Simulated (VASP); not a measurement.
# Settings for BeTe: mode Grüneisen parameters at the zone centre

BeTe, F-43m (no. 216), 2 atoms in the cell. PBE, mode Grueneisen parameters; PAW potentials Te, Be (PBE set). VASP 6.6.1.

Wanted: mode Grüneisen parameters within 0.05.

Geometry: relaxed with this functional.

The series start from Volume step (share): 0.01; Plane-wave cutoff (eV): 320; k mesh: 6x6x6; SCF threshold (eV): 1e-7; Precision mode: Accurate. Each series keeps the choices made before it, and each single choice may use up half of a tolerance. Times cover all steps of a run.

## Volume step (share)

| Volume step (share) | Mode Grüneisen parameters, largest deviation | Time (s) |
|---|---|---|
| 0.01 | 0.000 | 19 |
| 0.003 | 0.000 | 20 |
| 0.03 | 0.000 | 20 |
| 0.06 | 0.001 | 22 |

## Plane-wave cutoff (eV)

| Plane-wave cutoff (eV) | Mode Grüneisen parameters, largest deviation | Time (s) |
|---|---|---|
| 250 | 0.013 | 20 |
| 290 | 0.007 | 19 |
| 320 | 0.006 | 19 |
| 380 | 0.004 | 36 |
| 450 (reference) | 0.000 | 32 |

## k mesh

| k mesh | Mode Grüneisen parameters, largest deviation | Time (s) |
|---|---|---|
| 4x4x4 | 0.013 | 17 |
| 6x6x6 | 0.002 | 20 |
| 8x8x8 | 0.000 | 31 |
| 10x10x10 (reference) | 0.000 | 38 |

## SCF threshold (eV)

| SCF threshold (eV) | Mode Grüneisen parameters, largest deviation | Time (s) |
|---|---|---|
| 0.001 | 0.035 | 12 |
| 0.0001 | 0.007 | 12 |
| 1e-5 | 0.000 | 12 |
| 1e-7 (reference) | 0.000 | 17 |

## Precision mode

| Precision mode | Mode Grüneisen parameters, largest deviation | Time (s) |
|---|---|---|
| Accurate | 0.000 | 12 |
| Normal | 0.000 | 8.7 |
| Single | 0.001 | 8.6 |

## Question

The rows run from the loosest to the tightest (no order: volume step, precision mode). For each series: choose the loosest value from which every tighter one stays within half of the tolerance; where there is no order, keep the first row unless others stay within half of the tolerance and take at least 30 % less time, and then take the fastest.

## Answer

- Volume step (share): 0.01
- Plane-wave cutoff (eV): 250
- k mesh: 4x4x4
- SCF threshold (eV): 0.0001
- Precision mode: Accurate

## All choices together

| Input | Mode Grüneisen parameters, largest deviation | Time (s) |
|---|---|---|
| program defaults, KSPACING-like mesh of 0.5 per A (naive) | 0.052 | 4.6 |
| chosen settings | 0.002 | 12 |
| reference settings throughout | 0.000 | 78 |

The tolerance is met.

Values of the reference run: Mode Grüneisen parameters: 1.388, 1.388, 1.388.

## The input

INCAR:
```
  PREC = Accurate
  ENCUT = 250
  EDIFF = 1E-4
  ISMEAR = 0
  SIGMA = 0.02
  LREAL = False
  LASPH = True
  ALGO = Normal
  NELM = 120
  LWAVE = False
  LCHARG = False
  GGA = PE
  KPAR = 2
  IBRION = 6
  NFREE = 2
  POTIM = 0.015
  NSW = 1
  ISIF = 2
```

KPOINTS:
```
Automatic mesh
0
Gamma
  4 4 4
  0 0 0
```

POSCAR.step1:
```
BeTe
 1.0000000000000000
    -0.0000000000000000    2.8246440527819661    2.8246440527819661
     2.8246440527819661    0.0000000000000000    2.8246440527819661
     2.8246440527819661    2.8246440527819661    0.0000000000000000
 Te  Be
   1   1
Direct
  0.7500000000000001  0.7500000000000001  0.7500000000000001
  0.0000000000000000  0.0000000000000000 -0.0000000000000000
```

POSCAR.step2:
```
BeTe
 1.0000000000000000
    -0.0000000000000000    2.8341227951398218    2.8341227951398218
     2.8341227951398218    0.0000000000000000    2.8341227951398218
     2.8341227951398218    2.8341227951398218    0.0000000000000000
 Te  Be
   1   1
Direct
  0.7500000000000001  0.7500000000000001  0.7500000000000001
  0.0000000000000000  0.0000000000000000 -0.0000000000000000
```

POSCAR.step3:
```
BeTe
 1.0000000000000000
    -0.0000000000000000    2.8435385546583745    2.8435385546583745
     2.8435385546583745    0.0000000000000000    2.8435385546583745
     2.8435385546583745    2.8435385546583745    0.0000000000000000
 Te  Be
   1   1
Direct
  0.7500000000000001  0.7500000000000001  0.7500000000000001
  0.0000000000000000  0.0000000000000000 -0.0000000000000000
```

Commands (each step's output is kept before the next begins):
```
cat potpaw_PBE.64/Te/POTCAR potpaw_PBE.64/Be/POTCAR > POTCAR
cp POSCAR.step1 POSCAR
mpirun -np 2 vasp_std > vasp.out
rm WAVECAR CHG
cp POSCAR.step2 POSCAR
mpirun -np 2 vasp_std > vasp.out
rm WAVECAR CHG
cp POSCAR.step3 POSCAR
mpirun -np 2 vasp_std > vasp.out
```

The chosen input took VASP 6.6.1 12 s on 2 cores (Intel Xeon 6975P-C (Granite Rapids)), a shared host.
